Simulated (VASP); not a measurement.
# In (P6_3/mmc) in VASP: further runs, part 2 of 2

VASP 6.6.1. The steps go on from the part before.

**5. Single point, PBE**

INCAR

```
  PREC = Accurate
  ENCUT = 200
  EDIFF = 1E-6
  ISMEAR = 1
  SIGMA = 0.2
  LREAL = False
  LASPH = True
  NELM = 100
  ALGO = Normal
  ISIF = 2
  LWAVE = False
  LCHARG = False
  GGA = PE
  NBANDS = 20
  ADDGRID = False
```

KPOINTS

```
regular mesh
0
Gamma
  5 5 3
```

POSCAR

```
In
1.0
    3.3354847820      0.0000000000      0.0000000000
   -1.6677423910      2.8886145552      0.0000000000
    0.0000000000      0.0000000000      5.5091429200
In
2
Direct
    0.6666666667      0.3333333333      0.7500000000
    0.3333333333      0.6666666667      0.2500000000
```

Potentials or basis: VASP PAW PBE potentials, release 64 (In_d).

Command:

```bash
$ cat potpaw_PBE.64/In_d/POTCAR > POTCAR
$ mpirun -np 1 vasp_std > vasp.out
```

OUTCAR:

```text
PREC = Accurate
   ENCUT = 200
   EDIFF = 1E-6
   ISMEAR = 1
   LREAL = False
   LASPH = True
   NELM = 100
   ISIF = 2
   GGA = PE

 Found     10 irreducible k-points:

 Following reciprocal coordinates:
            Coordinates               Weight
  0.000000  0.000000  0.000000      1.000000
  0.200000  0.000000  0.000000      6.000000
  0.400000  0.000000  0.000000      6.000000
  0.200000  0.200000  0.000000      6.000000
  0.400000  0.200000  0.000000      6.000000
  0.000000  0.000000  0.333333      2.000000
   k-points           NKPTS =     10   k-points in BZ     NKDIM =     10   number of bands    NBANDS=     20
   number of dos      NEDOS =    301   number of ions     NIONS =      2
   total plane-waves  NPLWV =   7168
   dimension x,y,z NGX =    16 NGY =   16 NGZ =   28
   dimension x,y,z NGXF=    32 NGYF=   32 NGZF=   56
   ions per type =               2
   NGX,Y,Z   is equivalent  to a cutoff of   7.97,  7.97,  8.45 a.u.
   NGXF,Y,Z  is equivalent  to a cutoff of  15.95, 15.95, 16.90 a.u.
 SYSTEM =  unknown system
   PREC   = accura    normal or accurate (medium, high low for compatibility)
   ISTART =      0    job   : 0-new  1-cont  2-samecut
   ICHARG =      2    charge: 1-file 2-atom 10-const
   ISPIN  =      1    spin polarized calculation?
   LNONCOLLINEAR =      F non collinear calculations
   LSORBIT =      F    spin-orbit coupling
   LASPH  =      T    aspherical Exc in radial PAW
   ENCUT  =  200.0 eV  14.70 Ry    3.83 a.u.   3.85  3.85  6.35*2*pi/ulx,y,z
   NELM   =    100;   NELMIN=  2; NELMDL= -5     # of ELM steps
   EDIFF  = 0.1E-05   stopping-criterion for ELM
[... 18 lines left out ...]
     AMIX     =   0.40;   BMIX     =  1.00
     AMIX_MAG =   1.60;   BMIX_MAG =  1.00
  volume/ion in A,a.u.               =      26.54       179.10
  Fermi-wavevector in a.u.,A,eV,Ry     =   1.290491  2.438675 22.658704  1.665368
  Thomas-Fermi vector in A             =   2.422320
   LORBIT       =      0    0 simple, 1 ext, 2 COOP (PROOUT), +10 PAW based schemes
   GGA     = PE    functional components
[... 5 lines left out ...]
 non-spin polarized calculation
 Methfessel and Paxton  Order N= 1 SIGMA  =   0.20
  energy-cutoff  :      200.00
  volume of cell :       53.08
 maximum number of plane-waves:       344
 NGX is ok and might be reduce to    16
   NGX =  7   NGY =  7   NGZ = 13

 number of electron      25.9999973 magnetization

 Free energy of the ion-electron system (eV)
  ---------------------------------------------------
  ext. energy  EPLUGINS =         0.00000000
  ---------------------------------------------------
  free energy    TOTEN  =        -4.90581021 eV

  energy without entropy =       -4.90149766  energy(sigma->0) =       -4.90437269

 E-fermi :   7.5450     XC(G=0): -10.1807

 val. band max:        7.5087679867   @ k =   0.4000   0.0000   0.3333
 cond. band min:       7.7695243696   @ k =   0.0000   0.0000   0.3333
 fundamental gap:      0.2607563829
 Fermi energy:         7.5450254618

 k-point     1 :       0.0000    0.0000    0.0000
  band No.  band energies     occupation
      1      -7.4136      2.00000
      2      -7.3589      2.00000
      3      -7.3069      2.00000
      4      -7.3069      2.00000
      5      -7.3010      2.00000
      6      -7.3010      2.00000
[... 12 lines left out ...]
     19      18.2867      0.00000
     20      18.7420      0.00000

 k-point     2 :       0.2000    0.0000    0.0000
  band No.  band energies     occupation
      1      -7.4199      2.00000
      2      -7.3232      2.00000
      3      -7.2836      2.00000
      4      -7.2745      2.00000
      5      -7.2482      2.00000
      6      -7.2193      2.00000
[... 12 lines left out ...]
     19      17.6119      0.00000
     20      18.8727      0.00000

 k-point     3 :       0.4000    0.0000    0.0000
  band No.  band energies     occupation
      1      -7.4996      2.00000
      2      -7.3665      2.00000
      3      -7.3646      2.00000
      4      -7.2953      2.00000
      5      -7.1897      2.00000
      6      -7.1751      2.00000
[... 12 lines left out ...]
     19      15.9236      0.00000
     20      17.7614      0.00000

 k-point     4 :       0.2000    0.2000    0.0000
  band No.  band energies     occupation
      1      -7.3624      2.00000
      2      -7.3602      2.00000
      3      -7.3601      2.00000
      4      -7.2838      2.00000
      5      -7.2228      2.00000
      6      -7.1920      2.00000
[... 12 lines left out ...]
     19      15.3479      0.00000
     20      19.6449      0.00000

 k-point     5 :       0.4000    0.2000    0.0000
  band No.  band energies     occupation
      1      -7.4113      2.00000
      2      -7.3896      2.00000
      3      -7.2972      2.00000
      4      -7.2665      2.00000
      5      -7.2180      2.00000
      6      -7.1778      2.00000
[... 12 lines left out ...]
     19      14.1857      0.00000
     20      19.4443      0.00000

 k-point     6 :       0.0000    0.0000    0.3333
  band No.  band energies     occupation
      1      -7.3789      2.00000
      2      -7.3484      2.00000
      3      -7.3439      2.00000
      4      -7.3439      2.00000
      5      -7.3286      2.00000
      6      -7.3286      2.00000
[... 12 lines left out ...]
     19      18.4410      0.00000
     20      18.6594      0.00000

 [... further k-points ...]

------------------------ aborting loop because EDIFF is reached ----------------------------------------

  FORCE on cell =-STRESS in cart. coord.  units (eV):
  Direction    XX          YY          ZZ          XY          YZ          ZX
  --------------------------------------------------------------------------------------
  -------------------------------------------------------------------------------------
  Total       -6.5947525     -6.5947525     -6.4383963      0.0000000     -0.0000000      0.0000000
  in kB     -199.0565572   -199.0565572   -194.3370871      0.0000000     -0.0000000      0.0000000
  external PRESSURE =    -197.4834005 kB  Pullay stress =       0.0000000 kB

 VOLUME and BASIS-vectors are now :
 -----------------------------------------------------------------------------
  energy-cutoff  :      200.00
  volume of cell :       53.08
      direct lattice vectors                 reciprocal lattice vectors
     3.335484782  0.000000000  0.000000000     0.299806495  0.173093360  0.000000000
    -1.667742391  2.888614555  0.000000000     0.000000000  0.346186721  0.000000000
     0.000000000  0.000000000  5.509142920     0.000000000  0.000000000  0.181516438

 POSITION                                       TOTAL-FORCE (eV/Angst)
 -----------------------------------------------------------------------------------
      1.66774      0.96287      4.13186         0.000000     -0.000000      0.000000
     -0.00000      1.92574      1.37729        -0.000000      0.000000      0.000000
 -----------------------------------------------------------------------------------
    total drift:                                0.000000     -0.000000      0.000000

  FREE ENERGIE OF THE ION-ELECTRON SYSTEM (eV)
  ---------------------------------------------------
  free  energy   TOTEN  =        -4.9058102067 eV

  energy  without entropy=       -4.9014976616  energy(sigma->0) =       -4.90437269
```

stdout:

```text
POSCAR found type information on POSCAR In
 POSCAR found :  1 types and       2 ions
 scaLAPACK will be used
 LDA part: xc-table for (Slater+PW92), standard interpolation
 POSCAR, INCAR and KPOINTS ok, starting setup
 FFT: planning ... GRIDC
 FFT: planning ... GRID_SOFT
 FFT: planning ... GRID
 WAVECAR not read
 entering main loop
```

It took 3.8 s on 1 thread of Intel Xeon 6975P-C (Granite Rapids), shared host; peak memory 0.12 GiB.

The run converged, but a check on its numbers failed (symmetry, net force, bounds or a known fault of this set-up), so they aren't taken as properties of the crystal.

Caveat: the k mesh is coarse (spacing up to 0.44 Å⁻¹), so the values aren't converged; the cutoff lies under the usual one of these potentials, so the numbers hold a large basis-set error.

**6. Single point, PBE**

Changes to INCAR since step 5:

```diff
@@ -1,3 +1,3 @@
   PREC = Accurate
-  ENCUT = 200
+  ENCUT = 600
   EDIFF = 1E-6
```

KPOINTS

```
regular mesh
0
Gamma
  3 3 2
```

POSCAR is that of step 5.

Potentials or basis: VASP PAW PBE potentials, release 64 (In_d).

Command:

```bash
$ cat potpaw_PBE.64/In_d/POTCAR > POTCAR
$ mpirun -np 1 vasp_std > vasp.out
```

OUTCAR:

```text
PREC = Accurate
   ENCUT = 600
   EDIFF = 1E-6
   ISMEAR = 1
   LREAL = False
   LASPH = True
   NELM = 100
   ISIF = 2
   GGA = PE

 Found      6 irreducible k-points:

 Following reciprocal coordinates:
            Coordinates               Weight
  0.000000  0.000000  0.000000      1.000000
  0.333333  0.000000  0.000000      6.000000
  0.333333  0.333333  0.000000      2.000000
  0.000000  0.000000  0.500000      1.000000
  0.333333  0.000000  0.500000      6.000000
  0.333333  0.333333  0.500000      2.000000
   k-points           NKPTS =      6   k-points in BZ     NKDIM =      6   number of bands    NBANDS=     20
   number of dos      NEDOS =    301   number of ions     NIONS =      2
   total plane-waves  NPLWV =  37632
   dimension x,y,z NGX =    28 NGY =   28 NGZ =   48
   dimension x,y,z NGXF=    56 NGYF=   56 NGZF=   96
   ions per type =               2
   NGX,Y,Z   is equivalent  to a cutoff of  13.96, 13.96, 14.48 a.u.
   NGXF,Y,Z  is equivalent  to a cutoff of  27.91, 27.91, 28.97 a.u.
 SYSTEM =  unknown system
   PREC   = accura    normal or accurate (medium, high low for compatibility)
   ISTART =      0    job   : 0-new  1-cont  2-samecut
   ICHARG =      2    charge: 1-file 2-atom 10-const
   ISPIN  =      1    spin polarized calculation?
   LNONCOLLINEAR =      F non collinear calculations
   LSORBIT =      F    spin-orbit coupling
   LASPH  =      T    aspherical Exc in radial PAW
   ENCUT  =  600.0 eV  44.10 Ry    6.64 a.u.   6.66  6.66 11.00*2*pi/ulx,y,z
   NELM   =    100;   NELMIN=  2; NELMDL= -5     # of ELM steps
   EDIFF  = 0.1E-05   stopping-criterion for ELM
[... 18 lines left out ...]
     AMIX     =   0.40;   BMIX     =  1.00
     AMIX_MAG =   1.60;   BMIX_MAG =  1.00
  volume/ion in A,a.u.               =      26.54       179.10
  Fermi-wavevector in a.u.,A,eV,Ry     =   1.290491  2.438675 22.658704  1.665368
  Thomas-Fermi vector in A             =   2.422320
   LORBIT       =      0    0 simple, 1 ext, 2 COOP (PROOUT), +10 PAW based schemes
   GGA     = PE    functional components
[... 5 lines left out ...]
 non-spin polarized calculation
 Methfessel and Paxton  Order N= 1 SIGMA  =   0.20
  energy-cutoff  :      600.00
  volume of cell :       53.08
 maximum number of plane-waves:      1786
 NGX is ok and might be reduce to    28
   NGX = 13   NGY = 13   NGZ = 23

 number of electron      25.9999998 magnetization

 Free energy of the ion-electron system (eV)
  ---------------------------------------------------
  ext. energy  EPLUGINS =         0.00000000
  ---------------------------------------------------
  free energy    TOTEN  =        -4.69889080 eV

  energy without entropy =       -4.66769914  energy(sigma->0) =       -4.68849358

 E-fermi :   6.9473     XC(G=0): -10.1964

 val. band max:        6.9429718588   @ k =   0.3333   0.0000   0.0000
 cond. band min:       6.9538722235   @ k =   0.3333   0.3333   0.5000
 fundamental gap:      0.0109003647
 Fermi energy:         6.9473011737

 k-point     1 :       0.0000    0.0000    0.0000
  band No.  band energies     occupation
      1      -7.3367      2.00000
      2      -7.3028      2.00000
      3      -7.3028      2.00000
      4      -7.2781      2.00000
      5      -7.2764      2.00000
      6      -7.2764      2.00000
[... 12 lines left out ...]
     19      18.2240      0.00000
     20      18.7266      0.00000

 k-point     2 :       0.3333    0.0000    0.0000
  band No.  band energies     occupation
      1      -7.4600      2.00000
      2      -7.3377      2.00000
      3      -7.3043      2.00000
      4      -7.2364      2.00000
      5      -7.1601      2.00000
      6      -7.1205      2.00000
[... 12 lines left out ...]
     19      16.3059      0.00000
     20      18.0827      0.00000

 k-point     3 :       0.3333    0.3333    0.0000
  band No.  band energies     occupation
      1      -7.3865      2.00000
      2      -7.2498      2.00000
      3      -7.2498      2.00000
      4      -7.2093      2.00000
      5      -7.2027      2.00000
      6      -7.2027      2.00000
[... 12 lines left out ...]
     19      12.9286      0.00000
     20      23.4998      0.00000

 k-point     4 :       0.0000    0.0000    0.5000
  band No.  band energies     occupation
      1      -7.3100      2.00000
      2      -7.3100      2.00000
      3      -7.3100      2.00000
      4      -7.3100      2.00000
      5      -7.2989      2.00000
      6      -7.2989      2.00000
[... 12 lines left out ...]
     19      18.5109      0.00000
     20      18.5109      0.00000

 k-point     5 :       0.3333    0.0000    0.5000
  band No.  band energies     occupation
      1      -7.3983      2.00000
      2      -7.3983      2.00000
      3      -7.3001      2.00000
      4      -7.3001      2.00000
      5      -7.1337      2.00000
      6      -7.1337      2.00000
[... 12 lines left out ...]
     19      16.0740      0.00000
     20      16.0740      0.00000

 k-point     6 :       0.3333    0.3333    0.5000
  band No.  band energies     occupation
      1      -7.3189      2.00000
      2      -7.3189      2.00000
      3      -7.2120      2.00000
      4      -7.2120      2.00000
      5      -7.1802      2.00000
      6      -7.1802      2.00000
[... 12 lines left out ...]
     19      17.6143      0.00000
     20      17.6143      0.00000

------------------------ aborting loop because EDIFF is reached ----------------------------------------

  FORCE on cell =-STRESS in cart. coord.  units (eV):
  Direction    XX          YY          ZZ          XY          YZ          ZX
  --------------------------------------------------------------------------------------
  -------------------------------------------------------------------------------------
  Total        0.3157593      0.3157593      0.3949092      0.0000000      0.0000000      0.0000000
  in kB        9.5309037      9.5309037     11.9199722      0.0000000      0.0000000      0.0000000
  external PRESSURE =      10.3272599 kB  Pullay stress =       0.0000000 kB

 VOLUME and BASIS-vectors are now :
 -----------------------------------------------------------------------------
  energy-cutoff  :      600.00
  volume of cell :       53.08
      direct lattice vectors                 reciprocal lattice vectors
     3.335484782  0.000000000  0.000000000     0.299806495  0.173093360  0.000000000
    -1.667742391  2.888614555  0.000000000     0.000000000  0.346186721  0.000000000
     0.000000000  0.000000000  5.509142920     0.000000000  0.000000000  0.181516438

 POSITION                                       TOTAL-FORCE (eV/Angst)
 -----------------------------------------------------------------------------------
      1.66774      0.96287      4.13186         0.000000     -0.000000      0.000000
     -0.00000      1.92574      1.37729        -0.000000      0.000000      0.000000
 -----------------------------------------------------------------------------------
    total drift:                                0.000000     -0.000000      0.000000

  FREE ENERGIE OF THE ION-ELECTRON SYSTEM (eV)
  ---------------------------------------------------
  free  energy   TOTEN  =        -4.6988908040 eV

  energy  without entropy=       -4.6676991363  energy(sigma->0) =       -4.68849358
```

stdout:

```text
POSCAR found type information on POSCAR In
 POSCAR found :  1 types and       2 ions
 scaLAPACK will be used
 LDA part: xc-table for (Slater+PW92), standard interpolation
 POSCAR, INCAR and KPOINTS ok, starting setup
 FFT: planning ... GRIDC
 FFT: planning ... GRID_SOFT
 FFT: planning ... GRID
 WAVECAR not read
 entering main loop
```

Wall time 6.3 s (1 thread of Intel Xeon 6975P-C (Granite Rapids), shared host); peak memory 0.17 GiB.

These settings aren't checked as converged: the numbers below hold their error.

What came out:

| Property | Result |
| --- | --- |
| Free energy | -4.6989 eV |
| Pressure | 1.0 GPa |
| Band gap on the k mesh | none (metal or under the smearing width) |

Caveat: the k mesh is coarse (spacing up to 0.73 Å⁻¹), so the values aren't converged.

**7. The reference run**

An earlier run on the cell as given: functional PBEsol; potentials or basis VASP PAW PBE potentials, release 64 (In_d); cutoff 520 eV; k mesh 9 × 9 × 5; occupations fermi-dirac, width 0.05 eV; no spin polarisation.

* Pressure: -1.4 GPa
* Band gap on the k mesh: none (metal or under the smearing width)
